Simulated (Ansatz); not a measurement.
# Relaxing Fe

All numbers below come from DFT PBE, scalar-relativistic, plane waves, PAW in Ansatz. Cutoff 420 eV, Γ-centred k mesh, Gaussian smearing, collinear spin, first started from parallel moments.

The start puts Fe on the beta-tin structure type (I4_1/amd, No. 141), at a guessed volume.

```yaml
crystal:
  lattice:
    - [-2.22670, 2.22670, 1.21470]
    - [2.22670, -2.22670, 1.21470]
    - [2.22670, 2.22670, -1.21470]
  atoms:
    - { symbol: Fe, position: [0.00000, 0.00000, 0.00000] }
    - { symbol: Fe, position: [0.75000, 0.25000, 0.50000] }
```

Cell and atoms relax at zero pressure; the relaxation can't lower the symmetry of the start. After a coarse first stage the cell is made exact in the group found at 0.06 Å.

Energies count from the standard state of Fe at the same level.

(1) Describe the relaxed structure.

(2) What are its volume, energy, gap and moment?

Answers

(1) It keeps I4_1/amd (No. 141). The result has the beta-tin structure. Conventional cell: a = 4.583 Å, c = 2.446 Å. Around Fe lie 6 Fe at 2.37–2.45 Å.

```xyz
2
Lattice="-2.2916 2.2916 1.2229 2.2916 -2.2916 1.2229 2.2916 2.2916 -1.2229" Properties=species:S:1:pos:R:3 pbc="T T T"
Fe    0.0000    0.0000    0.0000
Fe    0.0000    2.2916    0.6115
```

(2) The volume per atom is 12.84 Å³ and the density is 7.22 g/cm³. The energy over the standard structure is 0.53 eV/atom and the gap on the 20×20×20 mesh is 0 eV (a metal). The net moment per atom is 2.51 μB and the largest site moment is 2.49 μB.

The final run used a 20×20×20 mesh on its 2-atom cell and 0.10 eV smearing. The k mesh leaves about 4 meV/atom of noise in metals. Symmetry constrained the relaxation, so the result can be a saddle point. The steps took roughly 3 core-minutes in all.

This form isn't the element's structure at ambient conditions.